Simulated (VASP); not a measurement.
# Quasiparticle energies of BaH2 in VASP, part 3 of 5

Wanted: how far GW moves the Kohn-Sham levels of BaH2. The cell has space group Pnma. The start is a cell from a database of measured crystal structures.

VASP 6.6.1, plane waves and PAW; the level of theory is named at each step.

So far. Step 2 (Ground state): The cell has a gap of 2.60 eV on mesh and path and a pressure of -3.5 GPa, which holds the misfit of the given cell and coordinates with this functional, and any error of cutoff, mesh and data sets. Spin-orbit coupling is left out, which can shift or reorder these edges. Forces of up to 0.31 eV/Å remain in these settings. Step 3 (Empty bands): WAVECAR now holds 592 bands for 48 electrons.

### Step 4. evGW0

This step: evGW0 on LDA; plane waves and PAW (Ba_sv_GW, H_GW) (VASP 6.6.1).

The lowest NBANDSGW levels in G are updated for four passes while W stays fixed, so the result depends less on the starting levels.

Contents of INCAR:

```
SYSTEM = BaH2
PREC = Accurate
ENCUT = 320
ISMEAR = 0
SIGMA = 0.01
LREAL = .FALSE.
GGA = CA
NBANDS = 592
ALGO = EVGW0
NELMGW = 4
ENCUTGW = 110
NOMEGA = 48
PRECFOCK = Fast
NBANDSGW = 32
LWAVE = .FALSE.
LCHARG = .FALSE.
```

Contents of POSCAR:

```
BaH2
1.0
    6.7920000000      0.0000000000      0.0000000000
    0.0000000000      4.1680000000      0.0000000000
    0.0000000000      0.0000000000      7.8580000000
Ba H
4 8
Direct
    0.2602900000      0.2500000000      0.8886300000
    0.2397100000      0.7500000000      0.3886300000
    0.7602900000      0.2500000000      0.6113700000
    0.7397100000      0.7500000000      0.1113700000
    0.0430000000      0.2500000000      0.1740000000
    0.4570000000      0.7500000000      0.6740000000
    0.5430000000      0.2500000000      0.3260000000
    0.9570000000      0.7500000000      0.8260000000
    0.6460000000      0.2500000000      0.9135000000
    0.8540000000      0.7500000000      0.4135000000
    0.1460000000      0.2500000000      0.5865000000
    0.3540000000      0.7500000000      0.0865000000
```

Contents of KPOINTS:

```
Automatic mesh
0
Gamma
2 4 2
0 0 0
```

Potentials, in the order of the species: Ba_sv_GW and H_GW (LDA family, release 64).

Started as:

```
> mpirun -np 16 vasp_std
```

The log of the run:

```text
[banner, memory and clock lines left out]
running   16 mpi-ranks, on    1 nodes
 distrk:  each k-point on   16 cores,    1 groups
 distr:  one band on    1 cores,   16 groups

 POSCAR found type information on POSCAR BaH
 POSCAR found :  2 types and      12 ions
 [... a notice as in an earlier step ...]

|                                                                             |
|           W    W    AA    RRRRR   N    N  II  N    N   GGGG   !!!           |
|           W    W   A  A   R    R  NN   N  II  NN   N  G    G  !!!           |
|           W    W  A    A  R    R  N N  N  II  N N  N  G       !!!           |
|           W WW W  AAAAAA  RRRRR   N  N N  II  N  N N  G  GGG   !            |
|           WW  WW  A    A  R   R   N   NN  II  N   NN  G    G                |
|           W    W  A    A  R    R  N    N  II  N    N   GGGG   !!!           |
|                                                                             |
|     The default for ENCUTGWSOFT is different in this version of VASP.       |
|     please manually set ENCUTGWSOFT =110 in the INCAR file.                 |
|                                                                             |

 LDA part: xc-table for (Slater(with rela. corr.)+CA(PZ))
 , standard interpolation
 found WAVECAR, reading the header
 POSCAR, INCAR and KPOINTS ok, starting setup
 FFT: planning ... GRIDC
 FFT: planning ... GRID_SOFT
 FFT: planning ... GRID
 reading WAVECAR
 the WAVECAR file was read successfully
 initial charge from wavefunction
 available memory per node:     37.59 GB, setting MAXMEM to     38493

 The Fermi energy was updated, please check that it is located mid-gap
 values below the HOMO (VB) or above the LUMO (CB) will cause erroneous energies
 E-fermi :   2.9981

 calculate exact exchange contribution
 the WAVEDER file was read successfully
energies w=
    0.000    0.000    0.905    0.000    1.807    0.000    2.702    0.000
    3.586    0.000    4.458    0.000    5.316    0.000    6.159    0.000
    6.986    0.000    7.798    0.000    8.595    0.000    9.380    0.000
   10.153    0.000   10.917    0.000   11.673    0.000   12.426    0.000
   13.177    0.000   13.929    0.000   14.686    0.000   15.450    0.000
   16.227    0.000   17.020    0.000   17.833    0.000   18.671    0.000
   19.541    0.000   20.449    0.000   21.402    0.000   22.409    0.000
   23.481    0.000   24.629    0.000   25.870    0.000   27.220    0.000
   28.703    0.000   30.346    0.000   32.187    0.000   34.270    0.000
   36.656    0.000   39.429    0.000   42.697    0.000   46.619    0.000
   51.421    0.000   57.446    0.000   65.232    0.000   75.683    0.000
   90.432    0.000  112.771    0.000  150.469    0.000  227.308    0.000
 responsefunction array rank=     608
 LDA part: xc-table for (Slater(with rela. corr.)+CA(PZ))
 , standard interpolation

 min. memory requirement per mpi rank    433.3 MB, per node   6932.6 MB

 allocating   3 responsefunctions rank=   608
 shmem allocating  48 responsefunctions rank=   608
 response function shared by NCSHMEM nodes    1
 Doing            3  frequencies on each core in blocks of           48
NQ=   1    0.0000    0.0000    0.0000,
|.........|.........|.........|.........|.........|.........|.........|.........
 performed        890000 updates of chi_q(r,r)
 total number of BLAS operations       2540.14 Gflops
NQ=   2    0.5000    0.0000    0.0000,
|.........|.........|.........|.........|.........|.........|.........|.........
 performed       1780000 updates of chi_q(r,r)
 total number of BLAS operations       5105.88 Gflops
NQ=   3    0.0000    0.2500    0.0000,
|.........|.........|.........|.........|.........|.........|.........|.........
 performed       2822000 updates of chi_q(r,r)
 total number of BLAS operations       7959.85 Gflops
NQ=   4    0.5000    0.2500    0.0000,
|.........|.........|.........|.........|.........|.........|.........|.........
 performed       3864000 updates of chi_q(r,r)
 total number of BLAS operations      10902.31 Gflops
NQ=   5    0.0000    0.5000    0.0000,
|.........|.........|.........|.........|.........|.........|.........|.........
 performed       4754000 updates of chi_q(r,r)
 total number of BLAS operations      13266.89 Gflops
NQ=   6    0.5000    0.5000    0.0000,
|.........|.........|.........|.........|.........|.........|.........|.........
 performed       5644000 updates of chi_q(r,r)
 total number of BLAS operations      15631.47 Gflops
NQ=   7    0.0000    0.0000    0.5000,
|.........|.........|.........|.........|.........|.........|.........|.........
 performed       6534000 updates of chi_q(r,r)
 total number of BLAS operations      17947.04 Gflops
NQ=   8    0.5000    0.0000    0.5000,
|.........|.........|.........|.........|.........|.........|.........|.........
 performed       7424000 updates of chi_q(r,r)
 total number of BLAS operations      20444.81 Gflops
NQ=   9    0.0000    0.2500    0.5000,
|.........|.........|.........|.........|.........|.........|.........|.........
 performed       8466000 updates of chi_q(r,r)
 total number of BLAS operations      23328.13 Gflops
NQ=  10    0.5000    0.2500    0.5000,
|.........|.........|.........|.........|.........|.........|.........|.........
 performed       9508000 updates of chi_q(r,r)
 total number of BLAS operations      26133.52 Gflops
NQ=  11    0.0000    0.5000    0.5000,
|.........|.........|.........|.........|.........|.........|.........|.........
 performed      10398000 updates of chi_q(r,r)
 total number of BLAS operations      28597.66 Gflops
NQ=  12    0.5000    0.5000    0.5000,
|.........|.........|.........|.........|.........|.........|.........|.........
 performed      11288000 updates of chi_q(r,r)
 total number of BLAS operations      30962.24 Gflops
 resolving degeneracies of screened two electron integrals

 calculate QP shifts <psi_nk| G(iteration)W_0 |psi_nk>: iteration 1
 allocating   3 responsefunctions rank=   608
 shmem allocating  48 responsefunctions rank=   608
 response function shared by NCSHMEM nodes    1
 Doing            3  frequencies on each core in blocks of           48
NQ=   1    0.0000    0.0000    0.0000,
|.........|.........|.........|.........|.........|.........|.........|.........
 performed        890000 updates of chi_q(r,r)
 total number of BLAS operations       2540.14 Gflops
NQ=   2    0.5000    0.0000    0.0000,
|.........|.........|.........|.........|.........|.........|.........|.........
 performed       1780000 updates of chi_q(r,r)
 total number of BLAS operations       5105.88 Gflops
NQ=   3    0.0000    0.2500    0.0000,
|.........|.........|.........|.........|.........|.........|.........|.........
 performed       2822000 updates of chi_q(r,r)
 total number of BLAS operations       7959.85 Gflops
NQ=   4    0.5000    0.2500    0.0000,
|.........|.........|.........|.........|.........|.........|.........|.........
 performed       3864000 updates of chi_q(r,r)
 total number of BLAS operations      10902.31 Gflops
NQ=   5    0.0000    0.5000    0.0000,
|.........|.........|.........|.........|.........|.........|.........|.........
 performed       4754000 updates of chi_q(r,r)
 total number of BLAS operations      13266.89 Gflops
NQ=   6    0.5000    0.5000    0.0000,
|.........|.........|.........|.........|.........|.........|.........|.........
 performed       5644000 updates of chi_q(r,r)
 total number of BLAS operations      15631.47 Gflops
NQ=   7    0.0000    0.0000    0.5000,
|.........|.........|.........|.........|.........|.........|.........|.........
 performed       6534000 updates of chi_q(r,r)
 total number of BLAS operations      17947.04 Gflops
NQ=   8    0.5000    0.0000    0.5000,
|.........|.........|.........|.........|.........|.........|.........|.........
 performed       7424000 updates of chi_q(r,r)
 total number of BLAS operations      20444.81 Gflops
NQ=   9    0.0000    0.2500    0.5000,
|.........|.........|.........|.........|.........|.........|.........|.........
 performed       8466000 updates of chi_q(r,r)
 total number of BLAS operations      23328.13 Gflops
NQ=  10    0.5000    0.2500    0.5000,
|.........|.........|.........|.........|.........|.........|.........|.........
 performed       9508000 updates of chi_q(r,r)
 total number of BLAS operations      26133.52 Gflops
NQ=  11    0.0000    0.5000    0.5000,
|.........|.........|.........|.........|.........|.........|.........|.........
 performed      10398000 updates of chi_q(r,r)
 total number of BLAS operations      28597.66 Gflops
NQ=  12    0.5000    0.5000    0.5000,
|.........|.........|.........|.........|.........|.........|.........|.........
 performed      11288000 updates of chi_q(r,r)
 total number of BLAS operations      30962.24 Gflops
 resolving degeneracies of screened two electron integrals

 calculate QP shifts <psi_nk| G(iteration)W_0 |psi_nk>: iteration 2
 allocating   3 responsefunctions rank=   608
 shmem allocating  48 responsefunctions rank=   608
 response function shared by NCSHMEM nodes    1
 Doing            3  frequencies on each core in blocks of           48
NQ=   1    0.0000    0.0000    0.0000,
|.........|.........|.........|.........|.........|.........|.........|.........
 performed        890000 updates of chi_q(r,r)
 total number of BLAS operations       2540.14 Gflops
NQ=   2    0.5000    0.0000    0.0000,
|.........|.........|.........|.........|.........|.........|.........|.........
 performed       1780000 updates of chi_q(r,r)
 total number of BLAS operations       5105.88 Gflops
NQ=   3    0.0000    0.2500    0.0000,
|.........|.........|.........|.........|.........|.........|.........|.........
 performed       2822000 updates of chi_q(r,r)
 total number of BLAS operations       7959.85 Gflops
NQ=   4    0.5000    0.2500    0.0000,
|.........|.........|.........|.........|.........|.........|.........|.........
 performed       3864000 updates of chi_q(r,r)
 total number of BLAS operations      10902.31 Gflops
NQ=   5    0.0000    0.5000    0.0000,
|.........|.........|.........|.........|.........|.........|.........|.........
 performed       4754000 updates of chi_q(r,r)
 total number of BLAS operations      13266.89 Gflops
NQ=   6    0.5000    0.5000    0.0000,
|.........|.........|.........|.........|.........|.........|.........|.........
 performed       5644000 updates of chi_q(r,r)
 total number of BLAS operations      15631.47 Gflops
NQ=   7    0.0000    0.0000    0.5000,
|.........|.........|.........|.........|.........|.........|.........|.........
 performed       6534000 updates of chi_q(r,r)
 total number of BLAS operations      17947.04 Gflops
NQ=   8    0.5000    0.0000    0.5000,
|.........|.........|.........|.........|.........|.........|.........|.........
 performed       7424000 updates of chi_q(r,r)
 total number of BLAS operations      20444.81 Gflops
NQ=   9    0.0000    0.2500    0.5000,
|.........|.........|.........|.........|.........|.........|.........|.........
 performed       8466000 updates of chi_q(r,r)
 total number of BLAS operations      23328.13 Gflops
NQ=  10    0.5000    0.2500    0.5000,
|.........|.........|.........|.........|.........|.........|.........|.........
 performed       9508000 updates of chi_q(r,r)
 total number of BLAS operations      26133.52 Gflops
NQ=  11    0.0000    0.5000    0.5000,
|.........|.........|.........|.........|.........|.........|.........|.........
 performed      10398000 updates of chi_q(r,r)
 total number of BLAS operations      28597.66 Gflops
NQ=  12    0.5000    0.5000    0.5000,
|.........|.........|.........|.........|.........|.........|.........|.........
 performed      11288000 updates of chi_q(r,r)
 total number of BLAS operations      30962.24 Gflops
 resolving degeneracies of screened two electron integrals

 calculate QP shifts <psi_nk| G(iteration)W_0 |psi_nk>: iteration 3
 allocating   3 responsefunctions rank=   608
 shmem allocating  48 responsefunctions rank=   608
 response function shared by NCSHMEM nodes    1
 Doing            3  frequencies on each core in blocks of           48
NQ=   1    0.0000    0.0000    0.0000,
|.........|.........|.........|.........|.........|.........|.........|.........
 performed        890000 updates of chi_q(r,r)
 total number of BLAS operations       2540.14 Gflops
NQ=   2    0.5000    0.0000    0.0000,
|.........|.........|.........|.........|.........|.........|.........|.........
 performed       1780000 updates of chi_q(r,r)
 total number of BLAS operations       5105.88 Gflops
NQ=   3    0.0000    0.2500    0.0000,
|.........|.........|.........|.........|.........|.........|.........|.........
 performed       2822000 updates of chi_q(r,r)
 total number of BLAS operations       7959.85 Gflops
NQ=   4    0.5000    0.2500    0.0000,
|.........|.........|.........|.........|.........|.........|.........|.........
 performed       3864000 updates of chi_q(r,r)
 total number of BLAS operations      10902.31 Gflops
NQ=   5    0.0000    0.5000    0.0000,
|.........|.........|.........|.........|.........|.........|.........|.........
 performed       4754000 updates of chi_q(r,r)
 total number of BLAS operations      13266.89 Gflops
NQ=   6    0.5000    0.5000    0.0000,
|.........|.........|.........|.........|.........|.........|.........|.........
 performed       5644000 updates of chi_q(r,r)
 total number of BLAS operations      15631.47 Gflops
NQ=   7    0.0000    0.0000    0.5000,
|.........|.........|.........|.........|.........|.........|.........|.........
 performed       6534000 updates of chi_q(r,r)
 total number of BLAS operations      17947.04 Gflops
NQ=   8    0.5000    0.0000    0.5000,
|.........|.........|.........|.........|.........|.........|.........|.........
 performed       7424000 updates of chi_q(r,r)
 total number of BLAS operations      20444.81 Gflops
NQ=   9    0.0000    0.2500    0.5000,
|.........|.........|.........|.........|.........|.........|.........|.........
 performed       8466000 updates of chi_q(r,r)
 total number of BLAS operations      23328.13 Gflops
NQ=  10    0.5000    0.2500    0.5000,
|.........|.........|.........|.........|.........|.........|.........|.........
 performed       9508000 updates of chi_q(r,r)
 total number of BLAS operations      26133.52 Gflops
NQ=  11    0.0000    0.5000    0.5000,
|.........|.........|.........|.........|.........|.........|.........|.........
 performed      10398000 updates of chi_q(r,r)
 total number of BLAS operations      28597.66 Gflops
NQ=  12    0.5000    0.5000    0.5000,
|.........|.........|.........|.........|.........|.........|.........|.........
 performed      11288000 updates of chi_q(r,r)
 total number of BLAS operations      30962.24 Gflops
 resolving degeneracies of screened two electron integrals

 calculate QP shifts <psi_nk| G(iteration)W_0 |psi_nk>: iteration 4
 entering main loop
```

Run time: 28 min. Hardware: 16 MPI ranks of AMD EPYC 7R43, shared host; peak memory 8.1 GiB.

(Continued in part 4 of 5.)

[Lines on the potential files, build, host, timing and source positions are cut from VASP's logs without a mark.]

[Logs are printed without paths, hosts, clocks, repeated set-up lines and the standing remarks that a program may print on its own settings, such as how far it seeks lower states.]

[Hosts, paths, dates, database ids (printed as entryN), source tags and the programs' standing remarks are cut or masked in the printed files.]

[Pressures printed for these runs are not shown converged in the cutoff: they can be off by several GPa and have the wrong sign.]
